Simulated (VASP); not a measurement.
# InP (F-43m) in VASP: a series of runs

InP is run at these levels: PBEsol, LDA; tasks: single point.

Everything below comes from runs of VASP 6.6.1. Logs are shortened: lines on timing, memory, paths and dates and some standing lists are left out, and cuts for length are marked.

**Measured values to compare with.**

A printed reference work, data compilation reports, for a bulk crystal of InP at 1.6 K: band gap 1.4236 eV (direct).

How close the calculation comes is told below.

**1. The cell of the first run**

Symmetry: F-43m, No. 216, cubic system. The conventional cell has a = 5.878 Å, b = 5.878 Å, c = 5.878 Å, α = 90.00°, β = 90.00°, γ = 90.00°. In (site symmetry -43m) has 4 P at 2.55 Å within 3.4 Å. Within 3.4 Å of P (site symmetry -43m) lie 4 In at 2.55 Å.

**2. Single point, PBEsol**

INCAR

```
SYSTEM = InP
  ALGO = Normal
  EDIFF = 1E-7
  ENCUT = 520
  GGA = PS
  ISIF = 2
  ISMEAR = 0
  LASPH = .True.
  LCHARG = .False.
  LREAL = .False.
  LWAVE = .False.
  NBANDS = 16
  NELM = 100
  PREC = Accurate
  SIGMA = 0.02
```

KPOINTS

```
k-points
0
Gamma
  10 10 10
  0 0 0
```

POSCAR

```
InP
1.0
    0.0000000000      2.9390910317      2.9390910317
    2.9390910317      0.0000000000      2.9390910317
    2.9390910317      2.9390910317      0.0000000000
In P
1 1
Direct
    0.0000000000      0.0000000000      0.0000000000
    0.2500000000      0.2500000000      0.2500000000
```

Potentials or basis: VASP PAW PBE potentials, release 64 (In_d, P).

Command:

```sh
$ cat potpaw_PBE.64/In_d/POTCAR potpaw_PBE.64/P/POTCAR > POTCAR
$ mpirun -np 1 vasp_std > vasp.out
```

OUTCAR:

```text
SYSTEM = InP
   EDIFF = 1E-7
   ENCUT = 520
   GGA = PS
   ISIF = 2
   ISMEAR = 0
   LASPH = .True.
   LREAL = .False.
   NELM = 100
   PREC = Accurate

 ion  position               nearest neighbor table
   1  0.000  0.000  0.000-   2 2.55   2 2.55   2 2.55   2 2.55
   2  0.250  0.250  0.250-   1 2.55   1 2.55   1 2.55   1 2.55

  LATTYP: Found a face centered cubic cell.
 ALAT       =     5.8781820634

  Lattice vectors:

 A1 = (   0.0000000000,   2.9390910317,   2.9390910317)
 A2 = (   2.9390910317,   0.0000000000,   2.9390910317)
 A3 = (   2.9390910317,   2.9390910317,   0.0000000000)

Analysis of symmetry for initial positions (statically):
=====================================================================
 Subroutine PRICEL returns:
 Original cell was already a primitive cell.

 Routine SETGRP: Setting up the symmetry group for a
 face centered cubic supercell.

 Subroutine GETGRP returns: Found 24 space group operations
 (whereof 24 operations were pure point group operations)
 out of a pool of 48 trial point group operations.

The static configuration has the point symmetry T_d .

Analysis of symmetry for dynamics (positions and initial velocities):
=====================================================================
 Subroutine PRICEL returns:
 Original cell was already a primitive cell.

 Routine SETGRP: Setting up the symmetry group for a
 face centered cubic supercell.

 Subroutine GETGRP returns: Found 24 space group operations
 (whereof 24 operations were pure point group operations)
 out of a pool of 48 trial point group operations.

The dynamic configuration has the point symmetry T_d .

 Subroutine INISYM returns: Found 24 space group operations
 (whereof 24 operations are pure point group operations),
 and found     1 'primitive' translations

----------------------------------------------------------------------------------------

                                     Primitive cell

  volume of cell :      50.7772

  direct lattice vectors                    reciprocal lattice vectors
     0.000000000  2.939091032  2.939091032    -0.170120624  0.170120624  0.170120624
     2.939091032  0.000000000  2.939091032     0.170120624 -0.170120624  0.170120624
     2.939091032  2.939091032  0.000000000     0.170120624  0.170120624 -0.170120624

  length of vectors
     4.156502398  4.156502398  4.156502398     0.294657564  0.294657564  0.294657564

  position of ions in fractional coordinates (direct lattice)
     0.000000000  0.000000000  0.000000000
     0.250000000  0.250000000  0.250000000

  ion indices of the primitive-cell ions
   primitive index   ion index
                 1           1
                 2           2

----------------------------------------------------------------------------------------

 KPOINTS: k-points

Automatic generation of k-mesh.
 Grid dimensions read from file:
 generate k-points for:   10   10   10

 Generating k-lattice:

  Cartesian coordinates                     Fractional coordinates (reciprocal lattice)
    -0.017012062  0.017012062  0.017012062     0.100000000  0.000000000  0.000000000
     0.017012062 -0.017012062  0.017012062     0.000000000  0.100000000  0.000000000
     0.017012062  0.017012062 -0.017012062     0.000000000  0.000000000  0.100000000

  Length of vectors
     0.029465756  0.029465756  0.029465756

  Shift w.r.t. Gamma in fractional coordinates (k-lattice)
     0.000000000  0.000000000  0.000000000

 Subroutine IBZKPT returns following result:
 ===========================================

 Found     47 irreducible k-points:

 Following reciprocal coordinates:
            Coordinates               Weight
  0.000000  0.000000  0.000000      1.000000
  0.100000  0.000000  0.000000      8.000000
  0.200000  0.000000  0.000000      8.000000
  0.300000  0.000000  0.000000      8.000000
  0.400000  0.000000  0.000000      8.000000
  0.500000  0.000000  0.000000      4.000000
[... 16 lines left out ...]
  0.300000  0.300000  0.000000      6.000000
  0.400000  0.300000  0.000000     24.000000
 [... further k-points ...]
   k-points           NKPTS =     47   k-points in BZ     NKDIM =     47   number of bands    NBANDS=     16
   number of dos      NEDOS =    301   number of ions     NIONS =      2
   total plane-waves  NPLWV =  32768
   dimension x,y,z NGX =    32 NGY =   32 NGZ =   32
   dimension x,y,z NGXF=    64 NGYF=   64 NGZF=   64
   ions per type =               1   1
   NGX,Y,Z   is equivalent  to a cutoff of  12.80, 12.80, 12.80 a.u.
   NGXF,Y,Z  is equivalent  to a cutoff of  25.60, 25.60, 25.60 a.u.
 SYSTEM =  InP
   PREC   = accura    normal or accurate (medium, high low for compatibility)
   ISTART =      0    job   : 0-new  1-cont  2-samecut
   ICHARG =      2    charge: 1-file 2-atom 10-const
   ISPIN  =      1    spin polarized calculation?
   LNONCOLLINEAR =      F non collinear calculations
   LSORBIT =      F    spin-orbit coupling
   LASPH  =      T    aspherical Exc in radial PAW
   ENCUT  =  520.0 eV  38.22 Ry    6.18 a.u.   7.73  7.73  7.73*2*pi/ulx,y,z
   NELM   =    100;   NELMIN=  2; NELMDL= -5     # of ELM steps
   EDIFF  = 0.1E-06   stopping-criterion for ELM
   LREAL  =      F    real-space projection
   EDIFFG = 0.1E-05   stopping-criterion for IOM
   NSW    =      0    number of steps for IOM
   IBRION =     -1    ionic relax: 0-MD 1-quasi-New 2-CG
   NFREE  =      0    steps in history (QN), initial steepest desc. (CG)
   ISIF   =      2    stress and relaxation
   ISYM   =      2    0-nonsym 1-usesym 2-fastsym
   POTIM  = 0.5000    time-step for ionic-motion
   TEBEG  =    0.0;   TEEND  =   0.0 temperature during run
   PSTRESS=    0.0 pullay stress
   NELECT =      18.0000    total number of electrons
   NUPDOWN=      -1.0000    fix difference up-down
   EMIN   =  10.00;   EMAX   =-10.00  energy-range for DOS
   EFERMI =   0.00;   METHOD = LEGACY
   ISMEAR =     0;   SIGMA  =   0.02  broadening in eV -4-tet -1-fermi 0-gaus
   EFERMI_NEDOS =   21; number of points for ismear=-14 and -15
   IALGO  =     38    algorithm
   IMIX   =      4    mixing-type and parameters
     AMIX     =   0.40;   BMIX     =  1.00
     AMIX_MAG =   1.60;   BMIX_MAG =  1.00
  volume/ion in A,a.u.               =      25.39       171.33
  Fermi-wavevector in a.u.,A,eV,Ry     =   1.158624  2.189482 18.264600  1.342410
  Thomas-Fermi vector in A             =   2.295225
   LORBIT       =      0    0 simple, 1 ext, 2 COOP (PROOUT), +10 PAW based schemes
   GGA     = PS    functional components
   LHFCALC =     F    Hartree Fock is set to
   AEXX    =    0.0000 exact exchange contribution
   IVDW    =     0    specifies the selected vdW correction
   LEPSILON=     F    determine dielectric tensor
   LRPA    =     F    only Hartree local field effects (RPA)
 non-spin polarized calculation
 Gauss-broadening in eV      SIGMA  =   0.02
  energy-cutoff  :      520.00
  volume of cell :       50.78
 maximum number of plane-waves:      1387
   NGX = 15   NGY = 15   NGZ = 15

 number of electron      18.0000007 magnetization

 Free energy of the ion-electron system (eV)
  ---------------------------------------------------
  ext. energy  EPLUGINS =         0.00000000
  ---------------------------------------------------
  free energy    TOTEN  =        -9.15672475 eV

  energy without entropy =       -9.15672475  energy(sigma->0) =       -9.15672475

 E-fermi :   5.1006     XC(G=0):  -9.4407

 val. band max:        4.9951565962   @ k =   0.0000   0.0000   0.0000
 cond. band min:       5.5632105697   @ k =   0.0000   0.0000   0.0000
 fundamental gap:      0.5680539735
 Fermi energy:         5.1005637599

 k-point     1 :       0.0000    0.0000    0.0000
  band No.  band energies     occupation
      1      -9.1352      2.00000
      2      -9.1352      2.00000
      3      -9.1352      2.00000
      4      -8.9848      2.00000
      5      -8.9848      2.00000
      6      -6.4925      2.00000
[... 8 lines left out ...]
     15      14.4112      0.00000
     16      14.4112      0.00000

 k-point     2 :       0.1000    0.0000    0.0000
  band No.  band energies     occupation
      1      -9.1475      2.00000
      2      -9.1303      2.00000
      3      -9.1303      2.00000
      4      -8.9848      2.00000
      5      -8.9848      2.00000
      6      -6.3782      2.00000
[... 8 lines left out ...]
     15      13.8966      0.00000
     16      13.8966      0.00000

 k-point     3 :       0.2000    0.0000    0.0000
  band No.  band energies     occupation
      1      -9.1784      2.00000
      2      -9.1185      2.00000
      3      -9.1185      2.00000
      4      -8.9838      2.00000
      5      -8.9838      2.00000
      6      -6.0493      2.00000
[... 8 lines left out ...]
     15      13.4674      0.00000
     16      14.1559      0.00000

 k-point     4 :       0.3000    0.0000    0.0000
  band No.  band energies     occupation
      1      -9.2146      2.00000
      2      -9.1064      2.00000
      3      -9.1064      2.00000
      4      -8.9799      2.00000
      5      -8.9799      2.00000
      6      -5.5566      2.00000
[... 8 lines left out ...]
     15      13.7563      0.00000
     16      13.7563      0.00000
[... 324 lines left out ...]
 k-point    22 :      -0.2000    0.2000    0.0000
  band No.  band energies     occupation
      1      -9.2248      2.00000
      2      -9.0984      2.00000
      3      -9.0969      2.00000
      4      -8.9896      2.00000
      5      -8.9767      2.00000
      6      -5.3900      2.00000
[... 8 lines left out ...]
     15      15.1465      0.00000
     16      16.1556      0.00000

 k-point    23 :       0.3000    0.3000    0.0000
  band No.  band energies     occupation
      1      -9.2630      2.00000
      2      -9.0687      2.00000
      3      -9.0687      2.00000
      4      -9.0163      2.00000
      5      -8.9621      2.00000
      6      -5.2451      2.00000
[... 8 lines left out ...]
     15      15.1625      0.00000
     16      17.7010      0.00000

 k-point    24 :       0.4000    0.3000    0.0000
  band No.  band energies     occupation
      1      -9.2823      2.00000
      2      -9.0597      2.00000
      3      -9.0564      2.00000
      4      -9.0198      2.00000
      5      -8.9586      2.00000
      6      -4.8264      2.00000
[... 8 lines left out ...]
     15      15.5833      0.00000
     16      17.5818      0.00000

 [... further k-points ...]

------------------------ aborting loop because EDIFF is reached ----------------------------------------

  FORCE on cell =-STRESS in cart. coord.  units (eV):
  Direction    XX          YY          ZZ          XY          YZ          ZX
  --------------------------------------------------------------------------------------
  -------------------------------------------------------------------------------------
  Total       -0.0032917     -0.0032917     -0.0032917      0.0000000      0.0000000     -0.0000000
  in kB       -0.1038621     -0.1038621     -0.1038621      0.0000000      0.0000000     -0.0000000
  external PRESSURE =      -0.1038621 kB  Pullay stress =       0.0000000 kB

 VOLUME and BASIS-vectors are now :
 -----------------------------------------------------------------------------
  energy-cutoff  :      520.00
  volume of cell :       50.78
      direct lattice vectors                 reciprocal lattice vectors
     0.000000000  2.939091032  2.939091032    -0.170120624  0.170120624  0.170120624
     2.939091032  0.000000000  2.939091032     0.170120624 -0.170120624  0.170120624
     2.939091032  2.939091032  0.000000000     0.170120624  0.170120624 -0.170120624

 POSITION                                       TOTAL-FORCE (eV/Angst)
 -----------------------------------------------------------------------------------
      0.00000      0.00000      0.00000         0.000000     -0.000000      0.000000
      1.46955      1.46955      1.46955        -0.000000      0.000000     -0.000000
 -----------------------------------------------------------------------------------
    total drift:                               -0.000000     -0.000000     -0.000000

  FREE ENERGIE OF THE ION-ELECTRON SYSTEM (eV)
  ---------------------------------------------------
  free  energy   TOTEN  =        -9.1567247519 eV

  energy  without entropy=       -9.1567247519  energy(sigma->0) =       -9.15672475
```

Wall time 14 s (1 thread of Intel Xeon 6975P-C (Granite Rapids), shared host); peak memory 0.19 GiB.

What came out:

| Item | Value |
| --- | --- |
| Free energy | -9.1567 eV |
| Pressure | 0.0 GPa |
| Band gap on the k mesh | 0.57 eV, direct |

Caveat: the PAW data sets were made with another functional, which shifts forces and pressure a little; spin-orbit coupling is left out, which moves the levels of the heavy elements.

**3. Single point, LDA**

INCAR

```
PREC = Accurate
ENCUT = 520
EDIFF = 1E-7
ISMEAR = 0
SIGMA = 0.02
LREAL = F
LASPH = T
NELM = 80
ALGO = Normal
ISIF = 2
LWAVE = F
LCHARG = F
GGA = CA
NBANDS = 16
```

KPOINTS

```
Automatic mesh
0
Gamma
  10 10 10
```

POSCAR is that of step 2.

Potentials or basis: VASP PAW LDA potentials, release 64 (In_d, P).

Command:

```sh
$ cat potpaw_LDA.64/In_d/POTCAR potpaw_LDA.64/P/POTCAR > POTCAR
$ mpirun -np 1 vasp_std > vasp.out
```

Run time: 13 s. Hardware: 1 thread of Intel Xeon 6975P-C (Granite Rapids), shared host; peak memory 0.17 GiB.

It converged, with:

| Quantity | Value |
| --- | --- |
| Free energy | -9.6673 eV |
| Pressure | -1.7 GPa |
| Band gap on the k mesh | 0.46 eV, direct |

Levels at points of the mesh, in eV from the valence-band top:
```tsv
k point	band 7	band 8	band 9	band 10	band 11	band 12
(0.00, 0.00, 0.00)	0.00	0.00	0.00	0.46	3.96	3.96
(0.50, 0.00, 0.00)	-5.78	-0.98	-0.98	1.30	4.70	4.70
(0.50, 0.50, 0.00)	-5.82	-2.33	-2.33	1.61	2.13	8.94
```

Caveat: spin-orbit coupling is left out, which moves the levels of the heavy elements.

**4. Single point, PBEsol**

INCAR

```
PREC     = Accurate       # precision mode
ENCUT    = 520            # plane-wave cutoff, eV
EDIFF    = 1E-6           # SCF threshold, eV
ISMEAR   = 0              # smearing method
SIGMA    = 0.02           # smearing width, eV
LREAL    = F              # projectors in reciprocal space
LASPH    = T              # aspherical terms in the spheres
NELM     = 100            # most SCF steps
ALGO     = Normal         # electronic algorithm
ISIF     = 2              # what is computed and relaxed
LWAVE    = F              # write WAVECAR
LCHARG   = T              # write CHGCAR
GGA      = PS             # functional
LELF     = T              # ELF
LVHAR    = T            
NBANDS   = 16             # bands
```

KPOINTS is that of step 3.

POSCAR

```
InP
1.0
    0.0000000000      2.9390910338      2.9390910338
    2.9390910338      0.0000000000      2.9390910338
    2.9390910338      2.9390910338      0.0000000000
In P
1 1
Direct
    0.0000000000      0.0000000000      0.0000000000
    0.2500000000      0.2500000000      0.2500000000
```

Potentials or basis: VASP PAW PBE potentials, release 64 (In_d, P).

Command:

```sh
$ cat potpaw_PBE.64/In_d/POTCAR potpaw_PBE.64/P/POTCAR > POTCAR
$ mpirun -np 1 vasp_std > vasp.out
```

Run time: 34 s. Hardware: 1 thread of AMD EPYC 9R45 (Zen 5), shared host; peak memory 0.16 GiB.

Results (log left out):

- Free energy: -9.1567 eV
- Pressure: 0.0 GPa
- Band gap on the k mesh: 0.57 eV, direct

Levels at points of the mesh, in eV from the valence-band top:
```tsv
k point	band 7	band 8	band 9	band 10	band 11	band 12
(0.00, 0.00, 0.00)	0.00	0.00	0.00	0.57	4.02	4.02
(0.50, 0.00, 0.00)	-5.75	-0.97	-0.97	1.38	4.74	4.74
(0.50, 0.50, 0.00)	-5.78	-2.32	-2.32	1.65	2.17	9.04
```

Caveat: the PAW data sets were made with another functional, which shifts forces and pressure a little; spin-orbit coupling is left out, which moves the levels of the heavy elements.

**5. Against experiment**

Step 2. Against the measured gap of InP, 1.4236 eV (direct; 1.6 K; a printed reference work, data compilation), the calculated 0.57 eV is off by -0.86 eV. Spin-orbit coupling on In is left out. The value is that of PBEsol, without temperature or zero-point motion. Semilocal functionals fall short of measured gaps as a rule.

Step 3. A measured gap of InP is 1.4236 eV (direct; 1.6 K; a printed reference work, data compilation); the calculated 0.46 eV misses it by -0.96 eV. Spin-orbit coupling on In is left out. The value is that of LDA, without temperature or zero-point motion. Semilocal functionals fall short of measured gaps as a rule.

Step 4. Measured gap of InP: 1.4236 eV (direct; 1.6 K; a printed reference work, data compilation). This calculation gives 0.57 eV (-0.86 eV). Spin-orbit coupling on In is left out. The value is that of PBEsol, without temperature or zero-point motion. Semilocal functionals fall short of measured gaps as a rule.
